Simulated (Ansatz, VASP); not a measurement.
This is a calculation of Sn for VASP 6.6.1.

File INCAR:

```
SYSTEM = Sn
PREC     = Accurate       ! precision mode
ENCUT    = 600            ! plane-wave cutoff, eV
EDIFF    = 1E-7           ! SCF threshold, eV
ISMEAR   = -1             ! smearing method
SIGMA    = 0.05           ! smearing width, eV
LREAL    = .False.        ! projectors in reciprocal space
LASPH    = .True.         ! aspherical terms in the spheres
NELM     = 80             ! most SCF steps
ALGO     = Normal         ! electronic algorithm
ISIF     = 3              ! what is computed and relaxed
LWAVE    = .False.        ! write WAVECAR
LCHARG   = .False.        ! write CHGCAR
GGA      = B5             ! functional
ALDAX    = 1.0          
AGGAX    = 1.0          
AGGAC    = 1.0          
ALDAC    = 0.0          
IVDW     = 13             ! dispersion correction
VDW_S6   = 1.0          
VDW_S8   = 2.34076671   
VDW_A1   = 0.44488865   
VDW_A2   = 4.0933009    
IBRION   = 2              ! ionic algorithm
NSW      = 60             ! ionic steps
EDIFFG   = -0.01          ! ionic threshold
```

Contents of KPOINTS:

```
Automatic mesh
0
Gamma
  7 7 7
  0 0 0
```

Contents of POSCAR:

```
Sn
1.0
    0.0000000000      3.2333428000      3.2333428000
    3.2333428000      0.0000000000      3.2333428000
    3.2333428000      3.2333428000      0.0000000000
Sn
2
Direct
    0.7500000000      0.7500000000      0.7500000000
    0.5000000000      0.5000000000      0.5000000000
```

Potentials or basis: VASP PAW PBE potentials, release 64 (Sn_d).

Launch:

```bash
$ cat potpaw_PBE.64/Sn_d/POTCAR > POTCAR
$ mpirun -np 1 vasp_std > vasp.out
```

Set up the same calculation for Ansatz 0.2.0. Potentials there: Ansatz PAW.

As run (the cutoff follows the program's own potentials):

Contents of input.yaml:

```yaml
crystal:
  lattice:
    - [0.0, 3.2333428, 3.2333428]
    - [3.2333428, 0.0, 3.2333428]
    - [3.2333428, 3.2333428, 0.0]
  atoms:
    - { symbol: Sn, position: [0.75, 0.75, 0.75] }
    - { symbol: Sn, position: [0.5, 0.5, 0.5] }
hamiltonian:
  xc: blyp
  pseudopotentials: { kind: paw }
  dispersion: d4
kpoints:
  mp_grid: { grid: [7, 7, 7] }
scf:
  occupations: { method: fermi_dirac, width: 0.05 }
output:
  forces: true
  stress: true
relax:
  f_tol: 0.01
  max_steps: 40
  cell: { stress_tol: 0.05 }
```

Potentials or basis: Ansatz PAW.

The run is started by

```console
$ ansatz run input.yaml --threads 2 --pin off --max-ram 5632MiB --backend cpu --events-out ev --progress --plain --runs-dir out
```

Both were run:

|  | VASP | Ansatz | Ansatz less VASP |
| --- | --- | --- | --- |
| relaxed volume (Å³/atom) | 36.32 | 36.33 | +0.008 |
| relaxed cell length with the largest relative difference (Å) | 4.683 | 4.684 | +0.0004 |
| energy change over the relaxation (meV/atom) | -23 | -22 | +0.6 |

Caveats: the PAW data sets were made with another functional, which shifts forces and pressure a little (VASP); pairwise dispersion overbinds metals, which lowers pressure and volume (VASP); the plane-wave basis is chosen anew once the cell has moved, so the energies of steps on either side of that aren't comparable (Ansatz); the PAW data sets come from PBE, with cores solved anew for the run's functional, which leaves a small shift of forces and pressure (Ansatz). Zero-point motion and thermal expansion aren't in these numbers.
